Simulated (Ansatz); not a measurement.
The calculation used Ansatz 0.2.0, DFT PBE, scalar-relativistic, plane waves, PAW. All cells share a 420 eV cutoff and Γ-centred k meshes spaced at most about 0.3 Å⁻¹ (about 0.25 or finer for metals, 2π included). No spin polarisation in the final relaxations.

Temperature and zero-point effects are left out.

Two forms of Bi2Te3 were relaxed alike.

A.

```yaml
crystal:
  lattice:
    - [7.06027, 0.00000, 0.00000]
    - [-3.53014, 6.11438, 0.00000]
    - [0.00000, 0.00000, 4.42487]
  atoms:
    - { symbol: Bi, position: [0.33333, 0.66667, 0.00000] }
    - { symbol: Bi, position: [0.66667, 0.33333, 0.50000] }
    - { symbol: Te, position: [0.15216, 0.84784, 0.50000] }
    - { symbol: Te, position: [0.15216, 0.30433, 0.50000] }
    - { symbol: Te, position: [0.69567, 0.84784, 0.50000] }
```

B.

```yaml
crystal:
  lattice:
    - [2.23243, 1.28889, 9.85911]
    - [-2.23243, 1.28889, 9.85911]
    - [0.00000, -2.57779, 9.85911]
  atoms:
    - { symbol: Bi, position: [0.20442, 0.20442, 0.20442] }
    - { symbol: Bi, position: [0.79558, 0.79558, 0.79558] }
    - { symbol: Te, position: [0.00000, 0.00000, 0.00000] }
    - { symbol: Te, position: [0.59869, 0.59869, 0.59869] }
    - { symbol: Te, position: [0.40131, 0.40131, 0.40131] }
```

Problem. Which form is favoured at zero pressure, and by what margin per atom?

Solution. B is lower, by 232 meV/atom. A has space group P-6m2 (No. 187), 38.2 Å³/atom and no gap on its mesh; B has space group R-3m (No. 166), 34.0 Å³/atom and no gap. Counting Te atoms around Bi (those within 1.25 times the shortest such distance or 1.15 times the sum of covalent radii, 1.27 where that leaves under three; the shortest distance is added where it exceeds 1.18 times the sum of covalent radii; a slash parts the counts of unlike sites), A has Bi 6/6 from 3.5 Å and B has Bi 3. The denser one is the lower, and pressure would at first widen the difference. In A, Bi on its first site is surrounded by 6 Te at 3.13 Å; around Bi on its second site lie 6 Te at 3.53 Å; Te is surrounded by 2 Bi at 3.13 Å, 2 Te at 3.22 Å, 2 Bi at 3.53 Å and 2 Te at 3.84 Å. In B, around Bi lie 3 Te at 3.15 Å and 3 Bi at 3.41 Å; Te on a site of symmetry -3m is surrounded by 6 Te at 3.27 Å; Te on a site of symmetry 3m is surrounded by 3 Bi at 3.15 Å and 3 Te at 3.27 Å. Origin: A was invented; B is a cell as deposited in COD, relaxed. A third cell relaxed alike, in R-3m (a cell as deposited in COD), lies 254 meV/atom below the lower of the two.

Spin–orbit coupling, which can matter for Bi and Te, is left out. Cells relaxed within their symmetry can be saddle points.

B's advantage over A doesn't make it the ground state of Bi2Te3, since the third cell lies a further 254 meV/atom down. The coordinates of B show why: its layers run Bi–Te–Te–Te–Bi, whereas tetradymite, the known structure, runs Te–Bi–Te–Bi–Te. Bismuth and the outer tellurium have in effect changed places, which suggests a misassignment in the deposited cell. The exchange gives up polar Bi–Te bonds for long Te–Te contacts and puts Bi layers face to face at 3.41 Å, where tetradymite has a Te–Te van der Waals gap. The third cell is probably the tetradymite arrangement, with its better heteropolar bonding.

A probably lies higher still because half of its Bi sits in the plane of six Te at 3.53 Å, too far for strong bonding, in an open packing. The missing gap in B belongs to this atomic order and doesn't contradict the narrow-gap semiconductor known from experiment. The comparison therefore ranks two unfavourable arrangements, and says little about the bonding or electronic structure of ordinary Bi2Te3.
